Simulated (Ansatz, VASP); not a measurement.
# Ca: VASP beside Ansatz

```
CELL_PARAMETERS angstrom
-2.12408 2.12939 2.47753
2.12408 -2.12939 2.47753
2.12408 2.12939 -2.47753
ATOMIC_POSITIONS crystal
Ca 0.50000 0.50000 0.00000
```

Change from the starting cell: volume scaled by 1.04.

Alike in both runs: task single point; functional PBE; k mesh 9 × 9 × 9; occupations fermi-dirac, width 0.05 eV; no spin polarisation.

```csv
,VASP,Ansatz
version,VASP 6.6.1,Ansatz 0.2.0
potentials or method,"VASP PAW PBE potentials, release 64 (Ca_sv)",Ansatz PAW
plane-wave cutoff (eV),520,420
valence electrons in the cell,10,10
```

```csv
,VASP,Ansatz,Ansatz less VASP
gap on the k mesh at the Fermi level (eV),none,none,-
pressure (GPa),-1.0,-1.0,-0.01
largest component of the traceless stress (GPa),0.17,0.17,+0.001
```

A gap of «none» marks a metal or a gap that the smearing closes.
